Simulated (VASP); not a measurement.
# EuO (Fm-3m) in VASP: band structure with PBE+U

Aim: the band structure of EuO with PBE+U.

All numbers are computed with VASP 6.6.1; they aren't measurements. Logs are shortened: lines on timing, memory, paths and dates and some standing lists are left out, and cuts for length are marked.

## (1) Starting point

The structure is cubic, space group Fm-3m (No. 225). Conventional cell: a = 5.176 Å, b = 5.176 Å, c = 5.176 Å, α = 90.00°, β = 90.00°, γ = 90.00°. Eu (site symmetry m-3m) has 6 O at 2.59 Å as nearest neighbours. O (site symmetry m-3m) is surrounded by 6 Eu at 2.59 Å.

## (2) Band structure, PBE+U, collinear spin, ferromagnetic start

POSCAR reads:

```
EuO
1.0
    0.0000000000      2.5881700000      2.5881700000
    2.5881700000      0.0000000000      2.5881700000
    2.5881700000      2.5881700000      0.0000000000
Eu O
1 1
Direct
    0.0000000000      0.0000000000      0.0000000000
    0.5000000000      0.5000000000      0.5000000000
```

INCAR.step1 reads:

```
PREC = Accurate
ENCUT = 520
EDIFF = 1E-7
ISMEAR = 0
SIGMA = 0.02
LREAL = False
LASPH = True
NELM = 100
ALGO = Fast
ISIF = 2
LWAVE = False
LCHARG = True
ISPIN = 2
MAGMOM = 7.44 -0.09
LORBIT = 11
LMAXMIX = 6
LDAU = True
LDAUTYPE = 2
LDAUL = 3 -1
LDAUU = 6 0
LDAUJ = 0 0
LDAUPRINT = 1
GGA = PE
NBANDS = 22
```

KPOINTS.step1 reads:

```
regular mesh
0
Gamma
  12 12 12
```

INCAR.step2 reads:

```
PREC = Accurate
ENCUT = 520
EDIFF = 1E-7
ISMEAR = 0
SIGMA = 0.05
LREAL = False
LASPH = True
NELM = 100
ALGO = Fast
ISIF = 2
LWAVE = False
LCHARG = False
ISPIN = 2
MAGMOM = 7.44 -0.09
LORBIT = 11
LMAXMIX = 6
LDAU = True
LDAUTYPE = 2
LDAUL = 3 -1
LDAUU = 6 0
LDAUJ = 0 0
LDAUPRINT = 1
GGA = PE
NBANDS = 22
ICHARG = 11
```

KPOINTS.step2 reads:

```
path GXWKGLUWLK,UX
20
line-mode
reciprocal
 0.0000000000  0.0000000000  0.0000000000  G
 0.5000000000  0.0000000000  0.5000000000  X

 0.5000000000  0.0000000000  0.5000000000  X
 0.5000000000  0.2500000000  0.7500000000  W

 0.5000000000  0.2500000000  0.7500000000  W
 0.3750000000  0.3750000000  0.7500000000  K

 0.3750000000  0.3750000000  0.7500000000  K
 0.0000000000  0.0000000000  0.0000000000  G

 0.0000000000  0.0000000000  0.0000000000  G
 0.5000000000  0.5000000000  0.5000000000  L

 0.5000000000  0.5000000000  0.5000000000  L
 0.6250000000  0.2500000000  0.6250000000  U

 0.6250000000  0.2500000000  0.6250000000  U
 0.5000000000  0.2500000000  0.7500000000  W

 0.5000000000  0.2500000000  0.7500000000  W
 0.5000000000  0.5000000000  0.5000000000  L

 0.5000000000  0.5000000000  0.5000000000  L
 0.3750000000  0.3750000000  0.7500000000  K

 0.6250000000  0.2500000000  0.6250000000  U
 0.5000000000  0.0000000000  0.5000000000  X
```

Potentials or basis: VASP PAW PBE potentials, release 64 (Eu, O).

Command:

```
$ cat potpaw_PBE.64/Eu/POTCAR potpaw_PBE.64/O/POTCAR > POTCAR
$ cp INCAR.step1 INCAR
$ cp KPOINTS.step1 KPOINTS
$ mpirun -np 1 vasp_std > vasp.out
$ cp INCAR.step2 INCAR
$ cp KPOINTS.step2 KPOINTS
$ mpirun -np 1 vasp_std > vasp.out
```

OUTCAR:

```text
PREC = Accurate
   ENCUT = 520
   EDIFF = 1E-7
   ISMEAR = 0
   LREAL = False
   LASPH = True
   NELM = 100
   ISIF = 2
   ISPIN = 2
   LORBIT = 11
   GGA = PE
   ICHARG = 11

 ion  position               nearest neighbor table
   1  0.000  0.000  0.000-   2 2.59   2 2.59   2 2.59   2 2.59   2 2.59   2 2.59
   2  0.500  0.500  0.500-   1 2.59   1 2.59   1 2.59   1 2.59   1 2.59   1 2.59

  LATTYP: Found a face centered cubic cell.
 ALAT       =     5.1763400000

  Lattice vectors:

 A1 = (   0.0000000000,   2.5881700000,   2.5881700000)
 A2 = (   2.5881700000,   0.0000000000,   2.5881700000)
 A3 = (   2.5881700000,   2.5881700000,   0.0000000000)

Analysis of symmetry for initial positions (statically):
=====================================================================
 Subroutine PRICEL returns:
 Original cell was already a primitive cell.

 Routine SETGRP: Setting up the symmetry group for a
 face centered cubic supercell.

 Subroutine GETGRP returns: Found 48 space group operations
 (whereof 48 operations were pure point group operations)
 out of a pool of 48 trial point group operations.

The static configuration has the point symmetry O_h .

Analysis of symmetry for dynamics (positions and initial velocities):
=====================================================================
 Subroutine PRICEL returns:
 Original cell was already a primitive cell.

 Routine SETGRP: Setting up the symmetry group for a
 face centered cubic supercell.

 Subroutine GETGRP returns: Found 48 space group operations
 (whereof 48 operations were pure point group operations)
 out of a pool of 48 trial point group operations.

The dynamic configuration has the point symmetry O_h .

Analysis of structural, dynamic, and magnetic symmetry:
=====================================================================
 Subroutine PRICEL returns:
 Original cell was already a primitive cell.

[... 178 lines left out ...]
  o =  0.9741  v = -0.0000 -0.0000 -0.0000  1.0000  0.0000  0.0000 -0.0000  0.0000  0.0000  0.0000  0.0000  0.0000  0.0000  0.0000      0.0000  0.0000  0.0000  0.0000  0.0000  0.0000  0.0000  0.0000  0.0000  0.0000  0.0000  0.0000  0.0000  0.0000
  o =  0.9741  v =  0.7905 -0.0000  0.6123  0.0000 -0.0055 -0.0000  0.0071  0.0000  0.0000  0.0000  0.0000  0.0000  0.0000  0.0000      0.0000  0.0000  0.0000  0.0000  0.0000  0.0000  0.0000  0.0000  0.0000  0.0000  0.0000  0.0000  0.0000  0.0000
  o =  0.9741  v =  0.0071  0.0000  0.0055 -0.0000  0.6123  0.0000 -0.7905  0.0000  0.0000  0.0000  0.0000  0.0000  0.0000  0.0000      0.0000  0.0000  0.0000  0.0000  0.0000  0.0000  0.0000  0.0000  0.0000  0.0000  0.0000  0.0000  0.0000  0.0000
  o =  0.9755  v =  0.6124  0.0000 -0.7906  0.0000 -0.0011  0.0000 -0.0009  0.0000  0.0000  0.0000  0.0000  0.0000  0.0000  0.0000      0.0000  0.0000  0.0000  0.0000  0.0000  0.0000  0.0000  0.0000  0.0000  0.0000  0.0000  0.0000  0.0000  0.0000
  o =  0.9755  v =  0.0009 -0.0000 -0.0011 -0.0000  0.7906 -0.0000  0.6124  0.0000  0.0000  0.0000  0.0000  0.0000  0.0000  0.0000      0.0000  0.0000  0.0000  0.0000  0.0000  0.0000  0.0000  0.0000  0.0000  0.0000  0.0000  0.0000  0.0000  0.0000
  o =  0.9755  v =  0.0000 -0.0000 -0.0000  0.0000 -0.0000 -1.0000 -0.0000  0.0000  0.0000  0.0000  0.0000  0.0000  0.0000  0.0000      0.0000  0.0000  0.0000  0.0000  0.0000  0.0000  0.0000  0.0000  0.0000  0.0000  0.0000  0.0000  0.0000  0.0000

 number of electron      22.9999999 magnetization       6.9999990

 Free energy of the ion-electron system (eV)
  ---------------------------------------------------
  ext. energy  EPLUGINS =         0.00000000
  ---------------------------------------------------
  free energy    TOTEN  =       -20.59085190 eV

  energy without entropy =      -20.59004525  energy(sigma->0) =      -20.59044857

 E-fermi :   3.5644     XC(G=0): -10.6540

 val. band max:        3.5169327714   @ k =   0.0000   0.0000   0.0000
 cond. band min:       3.5806878467   @ k =   0.5000   0.0000   0.5000
 fundamental gap:      0.0637550753
 Fermi energy:         3.5644439336

 spin component 1

 k-point     1 :       0.0000    0.0000    0.0000
  band No.  band energies     occupation
      1     -36.1438      1.00000
      2     -14.7373      1.00000
      3     -14.7373      1.00000
      4     -14.7373      1.00000
      5     -14.0190      1.00000
      6       0.5949      1.00000
[... 1193 lines left out ...]
     21      14.4952      0.00000
     22      15.1946      0.00000

 [... further k-points ...]

------------------------ aborting loop because EDIFF is reached ----------------------------------------

  FORCE on cell =-STRESS in cart. coord.  units (eV):
  Direction    XX          YY          ZZ          XY          YZ          ZX
  --------------------------------------------------------------------------------------
  -------------------------------------------------------------------------------------
  Total        1.6043132      1.6043132      1.6043132     -0.0000000     -0.0000000     -0.0000000
  in kB       74.1295468     74.1295468     74.1295468     -0.0000000     -0.0000000     -0.0000000
  external PRESSURE =      74.1295468 kB  Pullay stress =       0.0000000 kB

 VOLUME and BASIS-vectors are now :
 -----------------------------------------------------------------------------
  energy-cutoff  :      520.00
  volume of cell :       34.67
      direct lattice vectors                 reciprocal lattice vectors
     0.000000000  2.588170000  2.588170000    -0.193186692  0.193186692  0.193186692
     2.588170000  0.000000000  2.588170000     0.193186692 -0.193186692  0.193186692
     2.588170000  2.588170000  0.000000000     0.193186692  0.193186692 -0.193186692

 POSITION                                       TOTAL-FORCE (eV/Angst)
 -----------------------------------------------------------------------------------
      0.00000      0.00000      0.00000        -0.000000      0.000000     -0.000000
      2.58817      2.58817      2.58817         0.000000     -0.000000      0.000000
 -----------------------------------------------------------------------------------
    total drift:                                0.000000      0.000000      0.000000

  FREE ENERGIE OF THE ION-ELECTRON SYSTEM (eV)
  ---------------------------------------------------
  free  energy   TOTEN  =       -20.5908518986 eV

  energy  without entropy=      -20.5900452476  energy(sigma->0) =      -20.59044857

 total charge

# of ion       s       p       d       f       tot
--------------------------------------------------
    1        2.022   5.818   0.252   6.822  14.914
    2        1.548   3.475   0.000   0.000   5.023
--------------------------------------------------
tot          3.570   9.293   0.252   6.822  19.937

 magnetization (x)

# of ion       s       p       d       f       tot
--------------------------------------------------
    1       -0.016  -0.111   0.062   6.788   6.722
    2       -0.004  -0.083   0.000   0.000  -0.088
--------------------------------------------------
tot         -0.021  -0.195   0.062   6.788   6.634
```

OUTCAR.step1:

```text
PREC = Accurate
   ENCUT = 520
   EDIFF = 1E-7
   ISMEAR = 0
   LREAL = False
   LASPH = True
   NELM = 100
   ISIF = 2
[... 1499 lines left out ...]
 total charge

# of ion       s       p       d       f       tot
--------------------------------------------------
    1        2.032   5.801   0.291   6.821  14.945
    2        1.554   3.400   0.000   0.000   4.954
--------------------------------------------------
tot          3.586   9.200   0.291   6.821  19.899

 magnetization (x)

# of ion       s       p       d       f       tot
--------------------------------------------------
    1       -0.014  -0.114   0.067   6.790   6.728
    2       -0.004  -0.087   0.000   0.000  -0.092
--------------------------------------------------
tot         -0.019  -0.202   0.067   6.790   6.636
```

It took 9.9 min on 1 thread of Intel Xeon 6975P-C (Granite Rapids), shared host; peak memory 0.37 GiB.

Results:

| Item | Value |
| --- | --- |
| Band gap on the k mesh | 0.06 eV, indirect (least direct gap 0.23 eV) |
| Band gap along the path | 0.06 eV, indirect (least direct gap 0.23 eV) |
| Net moment | 7.00 μB per cell |

Caveat: the log is that of the step along the path at fixed density, whose energy, stress, charges and moments have no meaning; spin-orbit coupling is left out, which moves the levels of the heavy elements; a cell with one magnetic atom can't hold antiferromagnetic order, which such compounds often take.
